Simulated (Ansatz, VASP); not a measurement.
# One calculation of Ge, two programs

The input INCAR:

```
SYSTEM = Ge
ALGO     = Normal         ! electronic algorithm
EDIFF    = 1E-7           ! SCF threshold, eV
ENCUT    = 520            ! plane-wave cutoff, eV
GGA      = PE             ! functional
ISIF     = 2              ! what is computed and relaxed
ISMEAR   = -1             ! smearing method
LASPH    = .TRUE.         ! aspherical terms in the spheres
LCHARG   = .FALSE.        ! write CHGCAR
LREAL    = .FALSE.        ! projectors in reciprocal space
LWAVE    = .FALSE.        ! write WAVECAR
NBANDS   = 13             ! bands
NELM     = 100            ! most SCF steps
PREC     = Accurate       ! precision mode
SIGMA    = 0.05           ! smearing width, eV
```

The input KPOINTS:

```
k-points
0
G
  11 11 10
  0 0 0
```

POSCAR

```
Ge
1.0
    1.3670230000     -2.6325480000      0.0133260000
    1.3600710000      2.6288130000      0.0077580000
    0.0203590000     -0.0028880000      2.7331880000
Ge
1
Direct
    0.5176120000      0.5148350000     -0.0070280000
```

Contents of input.yaml:

```yaml
crystal:
  lattice:
    - [1.367023, -2.632548, 0.013326]
    - [1.360071, 2.628813, 0.007758]
    - [0.020359, -0.002888, 2.733188]
  atoms:
    - { symbol: Ge, position: [0.517612, 0.514835, -0.007028] }
hamiltonian:
  xc: pbe
  pseudopotentials: { kind: paw }
kpoints:
  mp_grid: { grid: [11, 11, 10] }
scf:
  occupations: { method: fermi_dirac, width: 0.05 }
output:
  forces: true
  stress: true
  eigenvalues: true
```

Change from the starting cell: cell strained at random at fixed volume.

Alike in both runs: task single point; functional PBE; k mesh 11 × 11 × 10; occupations fermi-dirac, width 0.05 eV; no spin polarisation.

```csv
,VASP,Ansatz
version,VASP 6.6.1,Ansatz 0.2.0
potentials or method,"VASP PAW PBE potentials, release 64 (Ge_d)",Ansatz PAW
plane-wave cutoff (eV),520,420
valence electrons in the cell,14,14
```

VASP gave:

```
gap on the k mesh at the Fermi level (eV)       : none
pressure (GPa)                                  : -0.2
largest component of the traceless stress (GPa) : 4.20
```

Task: What did Ansatz give for the same quantities?

Result: gap on the k mesh at the Fermi level (eV): none; pressure (GPa): -0.2; largest component of the traceless stress (GPa): 4.19.

A gap of «none» marks a metal or a gap that the smearing closes. With one functional, cell and mesh, what is left measures potentials, basis and numerics.
